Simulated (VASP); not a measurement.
# SnO₂ (strained fluorite), PBE single-point calculation: VASP's output and Ansatz's

POSCAR

```
Sn O
 1.0000000000000000
     0.0000000000000000    2.4321282923999998    2.4321282923999998
     2.4321282923999998    0.0000000000000000    2.4321282923999998
     2.4321282923999998    2.4321282923999998    0.0000000000000000
 Sn  O
   1   2
Cartesian
  0.0000000000000000  0.0000000000000000  0.0000000000000000
  1.2160641461999999  1.2160641461999999  1.2160641461999999
  3.6481924385999998  3.6481924385999998  3.6481924385999998
```

VASP ran with the recommended PBE PAW datasets (26 valence electrons in the cell).

From OUTCAR

```
k-points           NKPTS =     29   k-points in BZ     NKDIM =     29   number of bands    NBANDS=     20

   NELECT =      26.0000    total number of electrons

   dimension x,y,z NGX =    28 NGY =   28 NGZ =   28
   dimension x,y,z NGXF=    56 NGYF=   56 NGZF=   56

  energy-cutoff  :      520.00
  volume of cell :       28.77
      direct lattice vectors                 reciprocal lattice vectors
     0.000000000  2.432128292  2.432128292    -0.205581260  0.205581260  0.205581260
     2.432128292  0.000000000  2.432128292     0.205581260 -0.205581260  0.205581260
     2.432128292  2.432128292  0.000000000     0.205581260  0.205581260 -0.205581260

 k-points in reciprocal lattice and weights: KPOINTS created by Atomic Simulation Env
   0.00000000  0.00000000  0.00000000       0.002
   0.12500000  0.00000000  0.00000000       0.016
   0.25000000  0.00000000  0.00000000       0.016
   0.37500000  0.00000000  0.00000000       0.016
   0.50000000  0.00000000  0.00000000       0.008
   0.12500000  0.12500000  0.00000000       0.012
   0.25000000  0.12500000  0.00000000       0.047
   0.37500000  0.12500000  0.00000000       0.047
   ...

 E-fermi :  10.4896

 k-point     1 :       0.0000    0.0000    0.0000
  band No.  band energies     occupation
      1     -11.0367      2.00000
      2     -10.6579      2.00000
      3     -10.6579      2.00000
      4     -10.6579      2.00000
      5     -10.3754      2.00000
      6     -10.3754      2.00000
      7      -6.0771      2.00000
      8       6.6398      2.00000
      9       6.6398      2.00000
     10       6.6398      2.00000
     11       8.2756      2.00000
     12       8.2756      2.00000
     13       8.2756      2.00000
     14      11.5435      0.00000
     15      17.4633      0.00000
     16      17.4633      0.00000
     17      17.4633      0.00000
     18      24.3301      0.00000
     19      25.9268      0.00000
     20      25.9268      0.00000

 k-point     2 :       0.1250    0.0000    0.0000
  band No.  band energies     occupation
      1     -10.9322      2.00000
      2     -10.6787      2.00000
      3     -10.6372      2.00000
      4     -10.6372      2.00000
      5     -10.3767      2.00000
      6     -10.3767      2.00000
      7      -6.0124      2.00000
      8       6.0063      2.00000
      9       6.5262      2.00000
     10       6.5262      2.00000
     11       7.5903      2.00000
     12       8.1555      2.00000
     13       8.1555      2.00000
     14      12.6607      0.00000
     15      17.3297      0.00000
     16      17.9269      0.00000
     17      17.9269      0.00000
     18      25.5620      0.00000
     19      26.0258      0.00000
     20      26.0258      0.00000

 k-point     3 :       0.2500    0.0000    0.0000
  band No.  band energies     occupation
      1     -11.1819      2.00000
      2     -10.5971      2.00000
      3     -10.5971      2.00000
      4     -10.3690      2.00000
      5     -10.3690      2.00000
      6     -10.0838      2.00000
      7      -6.0438      2.00000
      8       4.7853      2.00000
      9       6.2687      2.00000
     10       6.2687      2.00000
     11       6.6276      2.00000
     12       7.8734      2.00000
     13       7.8734      2.00000
     14      14.4140      0.00000
     15      17.4839      0.00000
     16      19.1623      0.00000
     17      19.1623      0.00000
     18      26.2540      0.00000
     19      26.2540      0.00000
     20      27.6510      0.00000

 k-point     4 :       0.3750    0.0000    0.0000
  band No.  band energies     occupation
      1     -11.4544      2.00000
      2     -10.5755      2.00000
      3     -10.5755      2.00000
      4     -10.3413      2.00000
      5     -10.3413      2.00000
      6      -9.1197      2.00000
      7      -6.5159      2.00000
      8       4.0097      2.00000
      9       5.8097      2.00000
     10       6.0297      2.00000
     11       6.0297      2.00000
     12       7.6022      2.00000
     13       7.6022      2.00000
     14      15.6467      0.00000
     15      18.1183      0.00000
     16      20.7092      0.00000
     17      20.7092      0.00000
     18      26.3291      0.00000
     19      26.3291      0.00000
     20      27.5731      0.00000

 ...

  Total        8.6157288      8.6157288      8.6157288     -0.0000000     -0.0000000      0.0000000
  in kB      479.7479928    479.7479928    479.7479928     -0.0000000     -0.0000000      0.0000000
  external PRESSURE =     479.7479928 kB  Pullay stress =       0.0000000 kB

 POSITION                                       TOTAL-FORCE (eV/Angst)
 -----------------------------------------------------------------------------------
      0.00000      0.00000      0.00000        -0.000000     -0.000000     -0.000000
      1.21606      1.21606      1.21606         0.000000      0.000000     -0.000000
      3.64819      3.64819      3.64819        -0.000000     -0.000000      0.000000
 -----------------------------------------------------------------------------------
    total drift:                               -0.000000     -0.000000      0.000000

  FREE ENERGIE OF THE ION-ELECTRON SYSTEM (eV)
  ---------------------------------------------------
  free  energy   TOTEN  =       -17.2292633549 eV

  energy  without entropy=      -17.2292633549  energy(sigma->0) =      -17.22926335
```

Each program uses its own PAW datasets. VASP's cell holds 26 valence electrons and Ansatz's 26. Ansatz's stress includes a Pulay correction; VASP's doesn't.

**Question.** What does Ansatz give for the same cell and level of theory?

**Answer.** gap between bands v and c 1.59 eV; least direct gap 3.27 eV; pressure 46.8 GPa.

Ansatz printed

```
SCF 1 converged in 6 iterations: F = -7157.577199 eV  dr2 = 6.00e-10
  greatest PAW one-centre occupation: 0.996 electrons in one spin orbital (limit 2), on the Sn atom at site 0 (counted from 0), in its partial waves of l = 2
NSCF: frozen V_eff on 6 k-points
SCF converged after 6 iterations
Free energy (F): -7157.577199 eV
Harris-Foulkes:  -7157.577199 eV  (|F-HF|=4.32e-10)
Internal energy: -7157.577199 eV  (E = F + TS)
E sigma→0 (E₀):  -7157.577199 eV
Fermi energy:    14.977649 eV
--- Per-component energies (eV) ---
  E_band       = 46.964531
  E_kinetic    = 553.306142
  E_local      = -1056.525222  (includes V_loc(G=0)·N_el)
  E_nonlocal   = 68.523494
  E_hartree    = 608.080407
  E_xc         = -530.252597
  E_vxc        = -285.974768  (∫ρ·V_xc dr)
  E_paw        = -4467.031589  (= ΣΔE_a)
  E_vpaw       = -448.531895  (= ΣTr[D̂ρ^β])
  E_aug_tail   = 0.004859  (compensation charges beyond the density's cutoff)
  E_ewald      = -2333.682693
  E_smearing   = -0.000000  (= −TS)
  E_closure    = 0.000000  (closes the sum)
  Σ components = -7157.577199   (vs F -7157.577199, Δ=0.00e0)
--- Forces (eV/Å), atoms counted from 1 ---
  atom   1  Sn    -0.00000000     0.00000000     0.00000000
  atom   2  O      0.00000000    -0.00000000    -0.00000000
  atom   3  O     -0.00000000     0.00000000     0.00000000
  max |Σ_I F_I| component: 2.31e-18 eV/Å
--- Stress (GPa, compression-positive) ---
       46.776649      -0.000000       0.000000
        0.000000      46.776649       0.000000
        0.000000      -0.000000      46.776649
  P = ⅓ Tr σ = 46.7766 GPa (467.766 kbar)
--- Band table (eV; the first three rows and the last of 29) ---
  k-point 0: bands = ["-6.8206", "-6.4653", "-6.4653", "-6.4653", "-6.1844", "-6.1844", "-1.8692", "10.8512", "10.8512", "10.8512", "12.4859", "12.4859", "12.4859", "15.7563", "21.6967", "21.6967", "21.6967"]
  k-point 1: bands = ["-6.7244", "-6.4773", "-6.4447", "-6.4447", "-6.1857", "-6.1857", "-1.8045", "10.2181", "10.7377", "10.7377", "11.8006", "12.3659", "12.3659", "16.8729", "21.5596", "22.1586", "22.1586"]
  k-point 2: bands = ["-6.9840", "-6.4046", "-6.4046", "-6.1781", "-6.1781", "-5.8717", "-1.8370", "8.9977", "10.4809", "10.4809", "10.8391", "12.0839", "12.0839", "18.6272", "21.7073", "23.3902", "23.3902"]
  k-point 28: bands = ["-7.0060", "-7.0060", "-6.2704", "-6.1806", "-6.1618", "-2.9088", "-2.9088", "5.1287", "7.1269", "10.5505", "10.5505", "13.6828", "14.1620", "19.7305", "23.3798", "25.2351", "25.2351"]
```
